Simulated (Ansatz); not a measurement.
# Σ5 (310) boundary in bcc Nb, starting shift (0.5, 0): structure and resistance, part 2 of 3

Aim: the relaxed structure and the specific resistance of the Σ5 (310) boundary in bcc Nb, starting shift (0.5, 0).

Ansatz 0.2.0; Ansatz plane-wave DFT, PBE, PAW files; relaxation of a bicrystal slab with its lowest layers held; PAW set soft_1 (the session's first sound run).

So far. Step 2 (Relaxing the bicrystal): The largest force component on a free atom ends at 0.029 eV/Å, under the tolerance of 0.03, after 11 steps.

### 3. Transmission across the boundary

Bulk layers of each grain are laid under and over the relaxed boundary, and a lead is named in the middle of each, away from the free faces. The mesh across the current, 20×20, is finer than the density's, because channels open and close sharply across the zone. Energies from -0.1 to 0.1 eV in steps of 0.05 eV are too few for the program's thermal sum, so it prints no conductance; for a metal the transmission near the Fermi level serves, at a fraction of the cost.

This step: Ansatz plane-wave DFT, PBE, PAW files; ballistic transport by layer matching (Landauer), zero bias; boundary relaxed in a short slab, bulk layers laid on; PAW set soft_1 (Ansatz 0.2.0).

System of this step: Σ5 (310) boundary in bcc Nb, starting shift (0.5, 0). The cell holds 41 atoms: 41 Nb. Cell: a = 5.483 Å, b = 3.306 Å, c = 50.064 Å, α = 90.0°, β = 90.0°, γ = 72.5°. It derives from Nb. Regions: lower grain, 17 atoms (17 Nb); boundary, 11 atoms (11 Nb); upper grain, 13 atoms (13 Nb). Vacuum lies along c.

input.yaml

```yaml
crystal:
  lattice:
    - [5.4828782722, 0.0, 0.0]
    - [0.9968869586, 3.1524333588, 0.0]
    - [0.0, 0.0, 50.0640749277]
  atoms:
    - { symbol: Nb, position: [-9.1999999998, -6.8999999997, 0.0798976113] }
    - { symbol: Nb, position: [-8.7999999998, -6.5999999997, 0.1007817256] }
    - { symbol: Nb, position: [-8.3999999998, -6.2999999997, 0.1216658399] }
    - { symbol: Nb, position: [-7.9999999998, -5.9999999997, 0.1425499542] }
    - { symbol: Nb, position: [-7.5999999998, -5.6999999997, 0.1634340685] }
    - { symbol: Nb, position: [-7.1999999998, -5.3999999997, 0.1843181828] }
    - { symbol: Nb, position: [-6.7999999998, -5.0999999998, 0.2052022971] }
    - { symbol: Nb, position: [-6.3999999998, -4.7999999998, 0.2260864114] }
    - { symbol: Nb, position: [-5.9999999998, -4.4999999998, 0.2469705257] }
    - { symbol: Nb, position: [-5.5999999998, -4.1999999998, 0.26785464] }
    - { symbol: Nb, position: [-5.1999999998, -3.8999999998, 0.2887387543] }
    - { symbol: Nb, position: [-4.7999999998, -3.5999999998, 0.3096228686] }
    - { symbol: Nb, position: [-4.3999999999, -3.2999999998, 0.3305069829] }
    - { symbol: Nb, position: [-3.9999999999, -2.9999999998, 0.3513910971] }
    - { symbol: Nb, position: [-3.5999999999, -2.6999999999, 0.3722752114] }
    - { symbol: Nb, position: [-3.1999999999, -2.3999999999, 0.3931593257] }
    - { symbol: Nb, position: [-2.7999999999, -2.0999999999, 0.41404344] }
    - { symbol: Nb, position: [0.6000000001, 0.2000000001, 0.4349275543] }
    - { symbol: Nb, position: [-0.0055896161, 0.5016271498, 0.4549764435] }
    - { symbol: Nb, position: [0.396300854, 0.8062087201, 0.4765331153] }
    - { symbol: Nb, position: [0.79595573, 0.0991884678, 0.4980486282] }
    - { symbol: Nb, position: [0.1929619443, 0.3938129535, 0.5167873438] }
    - { symbol: Nb, position: [0.5868131266, 0.7755097222, 0.5412271927] }
    - { symbol: Nb, position: [0.075903145, -0.2020005196, 0.5626665657] }
    - { symbol: Nb, position: [0.6820984038, 0.4000335758, 0.5879655953] }
    - { symbol: Nb, position: [0.2806110666, 0.1125930267, 0.6065826656] }
    - { symbol: Nb, position: [0.8887528077, 0.809672693, 0.6281570951] }
    - { symbol: Nb, position: [0.4838108948, 0.5049689267, 0.6486089029] }
    - { symbol: Nb, position: [-1.9161891051, -1.7950310732, 0.6694930171] }
    - { symbol: Nb, position: [-2.3161891051, -2.0950310732, 0.6903771314] }
    - { symbol: Nb, position: [-2.7161891051, -2.3950310732, 0.7112612457] }
    - { symbol: Nb, position: [-3.1161891051, -2.6950310732, 0.73214536] }
    - { symbol: Nb, position: [-3.5161891051, -2.9950310732, 0.7530294743] }
    - { symbol: Nb, position: [-3.9161891051, -3.2950310732, 0.7739135886] }
    - { symbol: Nb, position: [-4.3161891051, -3.5950310732, 0.7947977029] }
    - { symbol: Nb, position: [-4.7161891051, -3.8950310732, 0.8156818172] }
    - { symbol: Nb, position: [-5.1161891051, -4.1950310731, 0.8365659315] }
    - { symbol: Nb, position: [-5.5161891051, -4.4950310731, 0.8574500458] }
    - { symbol: Nb, position: [-5.9161891051, -4.7950310731, 0.8783341601] }
    - { symbol: Nb, position: [-6.316189105, -5.0950310731, 0.8992182744] }
    - { symbol: Nb, position: [-6.716189105, -5.3950310731, 0.9201023887] }
kpoints:
  mp_grid: { grid: [8, 8, 1] }
hamiltonian:
  xc: pbe
  pseudopotentials: { kind: paw, azcp: { folder: soft_1 } }
scf:
  occupations: { method: fermi_dirac, width: 0.1 }
output:
  transmission:
    leads: [[9, 10], [33, 34]]
    kmesh: [20, 20]
    e_range: [-0.1, 0.1]
    de: 0.05
  write_potential: true
  write_density: true
  volumetric_format: npy
  elf: true
```

Launch:

```bash
$ ansatz run input.yaml --threads 4 --pin off --max-ram 15360MiB --backend cpu --events-out ev --progress --plain --runs-dir out
```

Numbers of over 12 decimals in the logs are rounded to 6 here.

The log of the run:

```text
[...]
Crystal: 41 atoms, lattice volume = 865.328 Å³
Basis set: ecut = 420 eV, 16983 PW (Γ)
Bands: 320, of which v1, the nominal top of the filled ones, is band 267 counted from 1 (266 counted from 0)
Symmetry: 1 space group operations
[...]
k-points: 34 of 64 (time reversal used)
[...]
SCF iter   1: F=—  HF=-186667.631089 eV  |F-HF|=—  |Δ(HF+E_count)|=         —  Δρ=8.00e-2  dr2=1.18e3  ethr=3.10e-3  ⟨swp⟩=7.9  Hψ=45844  notcnv=0  defer=26
[...]
SCF iter  12: F=-186639.199270 eV  HF=-186639.199270 eV  |F-HF|=7.36e-9  |Δ(HF+E_count)|=   1.76e-8  Δρ=8.55e-7  dr2=1.67e-8  ethr=1.88e-11  ⟨swp⟩=1.4  Hψ=24592  notcnv=0
SCF 1 converged in 12 iterations: F = -186639.199270 eV  dr2 = 1.67e-8
[...]
transmission: 1254 of 12524 steps passed
transmission: 2506 of 12524 steps passed
[...]
transmission: 12524 of 12524 steps passed
WARN: The output density's exchange-correlation potential varies sharply where the density is thin. Do not read a vacuum level from v_tot or v_xc, or from such a field of the output density. On a cell that repeats whose density bears no net charge and no dipole along the vacuum's axis use v_es (v_loc + v_h of the components); under efield.dipole_correction with no amplitude use v_es + v_field, which holds any externa [...]
SCF converged after 12 iterations
Free energy (F): -186639.199270 eV
[...]
Internal energy: -186637.331239 eV  (E = F + TS)
E sigma→0 (E₀):  -186638.265255 eV
Entropy (-TS):   -1.868031 eV (-45.562 meV/atom)
Fermi energy:    14.770399 eV
[...]
--- Band table (eV; the first three rows and the last of 34) ---
  k-point 0: bands = [... 263 lower, 15.0556, 15.0616, 15.0691, 15.0855, 15.0949, 15.1077, 15.1271, 15.1370, ... 49 higher]
  k-point 1: bands = [... 263 lower, 14.7938, 14.8224, 14.8366, 14.8621, 14.9065, 14.9248, 14.9528, 14.9655, ... 49 higher]
  k-point 2: bands = [... 263 lower, 14.4683, 14.4928, 14.5095, 14.5147, 14.5272, 14.5793, 14.6252, 14.6436, ... 49 higher]
  k-point 33: bands = [... 263 lower, 14.6259, 14.6503, 14.6744, 14.7144, 14.7467, 14.7514, 14.7928, 14.8145, ... 49 higher]
--- Transmission ---
  basis      : 157 plane waves across, 62 finite elements along
  points     : 202, standing for a mesh of 20 x 20
  energies   : 5 from -0.100000 to 0.100000 eV about the Fermi level, 0.050000 eV apart; the leads are filled to 0.000000 eV, and channels, transmission and decay are at 0.000000 eV
  crystal 0  : Nb2, at the sites [9, 10], period 2.0911 Å, over 18.82 Å; its Hamiltonian steps by up to 11.2 meV
    offset         : up to 0.0000 Å between an atom of the period and one for which it stands
    channels       : 4.187500e0 a spin
    conductance    : none, the energies end too early or step too widely for 300 K: set another output.transmission.e_range or a lower de, or, where they end at an eighth of basis.ecutwfc, a higher one
[...]
channels       : 4.187500e0 a spin
[...]
junction   : crystal 0 to crystal 1, 12.89 to 38.22 Å
    transmission   : 2.113722e0 a spin
[...]
```

It took 30 min on 4 threads of Arm Neoverse V1, shared host; peak memory 11 GiB.

Reading the cycles: dr2 is the Hartree energy of the density residual (eV), the measure of convergence; HF is the Harris–Foulkes estimate of the energy, which meets the free energy F at convergence.

Numbers from this step:

| Item | Value |
| --- | --- |
| free energy | -186639.1993 eV |
| energy at zero smearing | -186638.2653 eV |
| Fermi energy | 14.77 eV |
| cell area | 17.28 Å² |
| transmission per spin nearest the Fermi level | 2.114 |
| open channels per spin nearest the Fermi level | 4.188 |
| open channels per spin, upper lead | 4.188 |
| step of the lead's potential | 11.2 meV |
| step of the upper lead's potential | 35.2 meV |

Per spin. Transmission, zone mean against energy, zero at the Fermi level:

| energy (eV) | transmission, zone mean |
| --- | --- |
| -0.1000 | 2.32 |
| -0.0500 | 2.23 |
| 0.0000 | 2.11 |
| 0.0500 | 2.02 |
| 0.1000 | 1.93 |

Per spin. The open channels, zone mean by energy, zero at the Fermi level:

| energy (eV) | lead | upper lead |
| --- | --- | --- |
| -0.1000 | 4.71 | 4.70 |
| -0.0500 | 4.48 | 4.47 |
| 0.0000 | 4.19 | 4.19 |
| 0.0500 | 4.00 | 4.00 |
| 0.1000 | 3.92 | 3.91 |

Transmission over k1 and k2. At 0.0000 eV from the Fermi level.

Ten even steps from '0' (0.57) to '9' (3.29):
```
56899876433346789565
56998764432345675632
36887644433666564322
24786544434746563221
33222110035676655013
33221113347887633323
22100267688887567632
42356668777765599874
87578898776556897886
98888987756577898888
86887986556778988757
44789955677778666532
22367657888867620012
33233367887433111223
33105566765300112223
21223656474344456874
32234656663344467886
52365765432344678996
55659876433346789986
56599876543456789956
```
Columns: k1 (b1) from -0.5 to 0.45; rows upwards: k2 (b2) from -0.5 to 0.45.

Open channels over k1 and k2. At 0.0000 eV from the Fermi level.

Ten even steps from '0' (1.00) to '9' (7.00):
```
55666666556556666556
55666665533556665533
36666663333566665333
35686533335856585333
13113111055566555011
11111115336666633511
11111566668668666651
31356668666666686665
88688686556655686886
88988865556555688898
86886865566556868868
35666866666668666531
11566668668666651111
11153366666335111111
11105556655501113113
33335856585333356865
33335666653333666666
53355666553355666665
56556666556556666665
55566666555556666655
```
Columns: k1 (b1) from -0.5 to 0.45; rows upwards: k2 (b2) from -0.5 to 0.45.

ELF in the ca plane at fractional y = 0.776, with atoms of Nb within 0.2 Å of it. It is the smooth field of the valence electrons, not physical close to the nuclei.

Ten even steps from '0' (0.00) to '9' (0.74), each cell a mean:
```
43335665553378733423888943565444333221000000
33323554455223335535955952543332222211000000
58853454455434445534889833433787411111000000
89984355444455533443477524535999721111100000
89994355333234322344333335536999721222100000
69973464346533322245544333434798523443210000
34533553368743332345554222333354345543210000
43333443367633443333343354334333343333210000
65333333334434654333333465335643343222110000
64357753333334554223233344335644687421110000
53389973454333334322234323345536999621100000
43489972453367533322355544434435999510000000
44357742442699963454444455433543687310000000
45322334543785972453332235434563333110000000
56543455643798962442588534545676422111000000
```
Columns run along c (16.0 Å, from fractional 0.68 to 1.00 of the cell), rows up along a (5.5 Å). Atoms in or near the plane, at fractional coordinates: Nb at (0.84, 0.88).

Electrostatic potential energy in the ca plane at fractional y = 0.776, with atoms of Nb within 0.2 Å of it. With pseudopotentials it is smooth inside the atoms' cores, unlike the true potential.

Ten even steps from '0' (-41 eV) to '9' (19 eV), each cell a mean:
```
99999999998732479996100169999999999999999999
87789999999877889985000058998777899999999999
53358999999999999996200269997423689999999999
30026999999999999998644689985100489999999999
20026999988899988999888899984000489999999999
42247999865688988899999989986313689999999999
76678999743478988899999877888767899999999999
99888999753478999888998755789988899999999999
99987788876689999888888655789998777899999999
99853368988899999877888767899997434789999999
99730147999888899887899888899985102689999999
99731148999754578988999999999985102689999999
99864468998510158999999999999987435789999999
99987789997300038999877899999998878899999999
99999999998400048998522589999999999999999999
```
Columns run along c (16.0 Å, from fractional 0.68 to 1.00 of the cell; values clipped at the 3rd and 97th percentile), rows up along a (5.5 Å). Atoms in or near the plane, at fractional coordinates: Nb at (0.84, 0.88).

Valence density in the ca plane at fractional y = 0.776, with atoms of Nb within 0.2 Å of it. It is the smooth field of the valence electrons, not physical close to the nuclei.

Values in e/Å³, 8 rows by 16 columns, each cell a mean:
```
0.3 0.2 0.2 0.2 1.0 0.7 0.3 3.2 3.2 0.3 0.3 0.3 0.1 0.0 0.0 0.0
2.2 1.0 0.2 0.2 0.2 0.2 0.3 2.2 2.1 0.2 1.4 1.9 0.1 0.0 0.0 0.0
3.3 1.4 0.2 0.5 0.3 0.3 0.3 0.3 0.3 0.3 2.0 2.8 0.1 0.0 0.0 0.0
0.8 0.4 0.2 1.3 0.8 0.3 0.3 0.2 0.4 0.4 0.5 0.7 0.2 0.0 0.0 0.0
0.2 0.6 0.4 0.7 0.5 0.2 0.3 0.3 0.6 0.7 0.2 0.4 0.5 0.1 0.0 0.0
0.3 2.3 1.2 0.3 0.3 0.3 0.4 0.3 0.3 0.3 0.2 1.4 2.2 0.1 0.0 0.0
0.3 1.7 0.8 0.3 2.2 1.6 0.3 0.2 0.2 0.2 0.3 1.0 1.5 0.1 0.0 0.0
0.2 0.3 0.3 0.3 3.6 2.6 0.2 0.9 0.8 0.2 0.2 0.3 0.2 0.0 0.0 0.0
```
Columns run along c (16.0 Å, from fractional 0.68 to 1.00 of the cell), rows up along a (5.5 Å). Atoms in or near the plane, at fractional coordinates: Nb at (0.84, 0.88).

Over the solved energies the transmission per spin lies between 1.93 and 2.32, out of 4.26 channels of the lead on average (up to 4.71). The log calls the step of a lead's potential too much.

### 4. Specific resistance

This step: Ansatz plane-wave DFT, PBE, PAW files; ballistic transport by layer matching (Landauer), zero bias; specific resistance of the boundary; PAW set soft_1 (Ansatz 0.2.0).

Numbers from this step:

| Property | Result |
| --- | --- |
| area resistance | 0.5272 fΩ m² |
| T over the leads' mean channel count | 0.4986 |

Averaged over the energies near the Fermi level, 49.9 % of the channels pass, which makes 0.527 fΩ m².

By hand, with T and the leads' channels N averaged over the energies near the Fermi level: RA = A (h/2e²)(1/T − ½[1/N₁ + 1/N₂]) = 17.28×10⁻²⁰ m² × 12 906 Ω × (1/2.122 − ½[1/4.257 + 1/4.252]) = 0.527 fΩ m².

[end of part 2 of 3]

[Logs are printed without paths, hosts, clocks, repeated set-up lines and the standing remarks that a program may print on its own settings, such as how far it seeks lower states.]

[Hosts, paths, dates, database ids (printed as entryN), source tags and the programs' standing remarks are cut or masked in the printed files.]
